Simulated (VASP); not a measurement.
# GeSe (Pnma) in VASP: further runs, part 2 of 2

VASP 6.6.1.

## (4) Relaxation of cell and atoms, PBE+D3(BJ)

INCAR reads:

```
SYSTEM = GeSe
PREC = Accurate ; ENCUT = 600
EDIFF = 1E-6 ; ISMEAR = 0
SIGMA = 0.03 ; LREAL = .FALSE.
LASPH = .TRUE. ; NELM = 80
ALGO = Normal ; ISIF = 3
LWAVE = .FALSE. ; LCHARG = .FALSE.
GGA = PE ; IVDW = 12
IBRION = 2 ; NSW = 90
EDIFFG = -0.01 ; KPAR = 4
```

KPOINTS reads:

```
regular mesh
0
G
  4 8 6
  0 0 0
```

POSCAR reads:

```
GeSe
1.0
   10.7900000000      0.0000000000      0.0000000000
    0.0000000000      3.8200000000      0.0000000000
    0.0000000000      0.0000000000      4.3800000000
Ge Se
4 4
Direct
    0.1210000000      0.7500000000      0.8940000000
    0.6210000000      0.7500000000      0.6060000000
    0.3790000000      0.2500000000      0.3940000000
    0.8790000000      0.2500000000      0.1060000000
    0.8520000000      0.7500000000      0.4970000000
    0.3520000000      0.7500000000      0.0030000000
    0.6480000000      0.2500000000      0.9970000000
    0.1480000000      0.2500000000      0.5030000000
```

Run with:

```
cat potpaw_PBE.64/Ge_d/POTCAR potpaw_PBE.64/Se/POTCAR > POTCAR
mpirun -np 4 vasp_std > vasp.out
```

Wall time 17 min (4 MPI ranks of Intel Xeon 6975P-C (Granite Rapids), shared host); peak memory 0.67 GiB.

The run converged. Its results:

- Free energy: -36.7182 eV
- Relaxed volume: 23.52 Å³/atom
- Relaxed cell: a = 10.960 Å, b = 3.882 Å, c = 4.423 Å, α = 90.00°, β = 90.00°, γ = 90.00°
- Space group after relaxing (to 0.05 Å): Pnma (No. 62)
- Energy gained by relaxing: 11.7 meV/atom
- Ionic steps: 25
- Pressure after relaxing: 0.0 GPa
- Largest force after relaxing: 0.010 eV/Å
- Band gap on the k mesh: 0.71 eV, indirect (least direct gap 0.89 eV)
- Dispersion energy per atom: -0.358 eV

Forces on the atoms (eV/Å):
```
Ge   0.007  0.000 -0.007
Ge   0.007  0.000  0.007
Ge  -0.007  0.000 -0.007
Ge  -0.007  0.000  0.007
Se   0.005  0.000  0.007
Se   0.005  0.000 -0.007
Se  -0.005  0.000  0.007
Se  -0.005  0.000 -0.007
```

Step by step:
| step | energy change (eV) | largest force (eV/Å) | pressure (GPa) | volume (Å³) |
| --- | --- | --- | --- | --- |
| 1 | 0.0000 | 0.2543 | 3.31 | 180.53 |
| 2 | -0.0416 | 0.2877 | -2.39 | 193.00 |
| 3 | -0.0841 | 0.1310 | -0.08 | 187.88 |
| 4 | -0.0841 | 0.1262 | -0.02 | 187.73 |
| 5 | -0.0878 | 0.0880 | 0.00 | 187.88 |
| 6 | -0.0900 | 0.0458 | 0.02 | 188.07 |
| 7 | -0.0901 | 0.0431 | 0.06 | 188.10 |
| 8 | -0.0912 | 0.0347 | -0.05 | 188.44 |
| 9 | -0.0912 | 0.0360 | -0.21 | 188.86 |
| 10 | -0.0914 | 0.0347 | -0.19 | 188.67 |
| 11 | -0.0920 | 0.0429 | 0.00 | 188.33 |
| 12 | -0.0921 | 0.0472 | 0.14 | 188.14 |
| 13 | -0.0926 | 0.0377 | 0.09 | 188.16 |
| 14 | -0.0932 | 0.0185 | 0.04 | 188.20 |
| 15 | -0.0934 | 0.0170 | -0.06 | 188.33 |
| 16 | -0.0934 | 0.0168 | -0.04 | 188.37 |
| 17 | -0.0934 | 0.0168 | -0.09 | 188.43 |
| 18 | -0.0935 | 0.0168 | -0.04 | 188.34 |
| 19 | -0.0936 | 0.0184 | 0.02 | 188.17 |
| 20 | -0.0936 | 0.0183 | 0.11 | 188.14 |
| 21 | -0.0936 | 0.0183 | -0.02 | 188.16 |
| 22 | -0.0936 | 0.0183 | 0.06 | 188.15 |
| 23 | -0.0937 | 0.0132 | 0.01 | 188.18 |
| 24 | -0.0937 | 0.0124 | -0.02 | 188.22 |
| 25 | -0.0938 | 0.0096 | 0.01 | 188.18 |

Final structure:
```
Ge Se
1.0
    10.95973    0.00000    0.00000
     0.00000    3.88180    0.00000
     0.00000    0.00000    4.42316
Ge Se
4 4
Direct
  0.12293 0.75000 0.89010
  0.62293 0.75000 0.60990
  0.37707 0.25000 0.39010
  0.87707 0.25000 0.10990
  0.85450 0.75000 0.49865
  0.35450 0.75000 0.00135
  0.64550 0.25000 0.99865
  0.14550 0.25000 0.50135
```

Levels at points of the mesh, in eV from the valence-band top:
| k point | band 38 | band 39 | band 40 | band 41 | band 42 | band 43 |
| --- | --- | --- | --- | --- | --- | --- |
| (0.00, 0.00, 0.00) | -1.07 | -0.82 | -0.18 | 0.71 | 2.65 | 2.69 |
| (0.50, 0.00, 0.00) | -1.67 | -0.44 | -0.44 | 2.37 | 2.37 | 2.42 |
| (0.00, 0.50, 0.00) | -1.38 | -1.18 | -1.18 | 1.12 | 1.12 | 1.23 |
| (0.50, 0.50, 0.00) | -1.50 | -1.50 | -1.50 | 1.50 | 1.50 | 1.50 |
| (0.00, 0.00, 0.50) | -0.96 | -0.39 | -0.39 | 1.24 | 1.24 | 1.94 |
| (0.50, 0.00, 0.50) | -0.57 | -0.52 | -0.52 | 1.29 | 1.29 | 1.93 |
| (0.00, 0.50, 0.50) | -2.14 | -1.51 | -1.51 | 2.86 | 2.86 | 3.23 |
| (0.50, 0.50, 0.50) | -1.46 | -1.46 | -1.46 | 2.57 | 2.57 | 2.57 |

A k mesh can miss the band edges. Zero-point motion and thermal expansion aren't in these numbers.

## (5) Relaxation of cell and atoms, PBE+D3(BJ)

This run uses another cell than the first one, of 23.52 Å³/atom, 1.042 times its volume.

INCAR reads:

```
SYSTEM = GeSe
PREC = Accurate ; ENCUT = 600
EDIFF = 1E-7 ; ISMEAR = 0
SIGMA = 0.03 ; LREAL = .FALSE.
LASPH = .TRUE. ; NELM = 80
ALGO = Normal ; ISIF = 3
LWAVE = .FALSE. ; LCHARG = .FALSE.
GGA = PE ; IVDW = 12
IBRION = 2 ; NSW = 90
EDIFFG = -0.005 ; KPAR = 4
```

KPOINTS is that of step 4.

POSCAR reads:

```
GeSe                                    
1.0
   10.9597323115      0.0000000000      0.0000000000
    0.0000000000      3.8818042543     -0.0000000000
    0.0000000000     -0.0000000000      4.4231583652
  Ge              Se            
     4     4
Direct
     0.1229307582127656    0.7500000000000000    0.8900956001449347
     0.6229307582127657    0.7500000000000000    0.6099043998550653
     0.3770692417872343    0.2500000000000000    0.3900956001449344
     0.8770692417872343    0.2500000000000000    0.1099043998550655
     0.8545026679240313    0.7500000000000000    0.4986492535063660
     0.3545026679240308    0.7500000000000000    0.0013507464936340
     0.6454973320759687    0.2500000000000000    0.9986492535063659
     0.1454973320759691    0.2500000000000000    0.5013507464936341
```

Run with:

```
cat potpaw_PBE.64/Ge_d/POTCAR potpaw_PBE.64/Se/POTCAR > POTCAR
mpirun -np 4 vasp_std > vasp.out
```

It took 14 min on 4 MPI ranks of Intel Xeon 6975P-C (Granite Rapids), shared host; peak memory 0.69 GiB.

It converged, with:

* Free energy: -36.7192 eV
* Energy gained by relaxing: 0.1 meV/atom
* Ionic steps: 20
* Pressure after relaxing: 0.0 GPa
* Largest force after relaxing: 0.004 eV/Å
* Band gap on the k mesh: 0.71 eV, indirect (least direct gap 0.92 eV)
* Dispersion energy per atom: -0.358 eV

Forces in eV/Å, atoms in the order of the input:
```
Ge  -0.004  0.000 -0.001
Ge  -0.004  0.000  0.001
Ge   0.004  0.000 -0.001
Ge   0.004  0.000  0.001
Se  -0.001  0.000  0.001
Se  -0.001  0.000 -0.001
Se   0.001  0.000  0.001
Se   0.001  0.000 -0.001
```

The path:
```
step  energy change (eV)  largest force (eV/Å)  pressure (GPa)  volume (Å³)
   1              0.0000                0.0099            0.00       188.18
   2              0.0000                0.0092            0.01       188.17
   3             -0.0001                0.0098            0.02       188.16
   4             -0.0001                0.0119            0.04       188.12
   5             -0.0002                0.0111            0.03       188.14
   6             -0.0002                0.0102            0.02       188.15
   7             -0.0002                0.0076            0.00       188.20
   8             -0.0003                0.0051           -0.04       188.29
   9             -0.0003                0.0058           -0.06       188.33
  10             -0.0003                0.0082           -0.03       188.27
  11             -0.0003                0.0117            0.01       188.18
  12             -0.0004                0.0107            0.02       188.18
  13             -0.0004                0.0081            0.01       188.17
  14             -0.0004                0.0062            0.01       188.16
  15             -0.0004                0.0062           -0.02       188.22
  16             -0.0004                0.0063           -0.03       188.24
  17             -0.0005                0.0058            0.01       188.18
  18             -0.0005                0.0061            0.02       188.17
  19             -0.0005                0.0059            0.01       188.18
  20             -0.0005                0.0040            0.01       188.20
```

Final structure:
```
CELL_PARAMETERS angstrom
10.96571 0.00000 0.00000
0.00000 3.88283 0.00000
0.00000 0.00000 4.42002
ATOMIC_POSITIONS crystal
Ge 0.12339 0.75000 0.88748
Ge 0.62339 0.75000 0.61252
Ge 0.37661 0.25000 0.38748
Ge 0.87661 0.25000 0.11252
Se 0.85489 0.75000 0.50187
Se 0.35489 0.75000 0.99813
Se 0.64511 0.25000 0.00187
Se 0.14511 0.25000 0.49813
```

Levels at points of the mesh, in eV from the valence-band top:
| k point | band 38 | band 39 | band 40 | band 41 | band 42 | band 43 |
| --- | --- | --- | --- | --- | --- | --- |
| (0.00, 0.00, 0.00) | -1.09 | -0.84 | -0.21 | 0.71 | 2.65 | 2.68 |
| (0.50, 0.00, 0.00) | -1.69 | -0.46 | -0.46 | 2.37 | 2.37 | 2.41 |
| (0.00, 0.50, 0.00) | -1.38 | -1.17 | -1.17 | 1.10 | 1.10 | 1.20 |
| (0.50, 0.50, 0.00) | -1.50 | -1.50 | -1.50 | 1.48 | 1.48 | 1.48 |
| (0.00, 0.00, 0.50) | -0.96 | -0.39 | -0.39 | 1.22 | 1.22 | 1.92 |
| (0.50, 0.00, 0.50) | -0.58 | -0.53 | -0.53 | 1.26 | 1.26 | 1.91 |
| (0.00, 0.50, 0.50) | -2.18 | -1.50 | -1.50 | 2.84 | 2.84 | 3.25 |
| (0.50, 0.50, 0.50) | -1.48 | -1.48 | -1.48 | 2.57 | 2.57 | 2.57 |

A k mesh can miss the band edges.
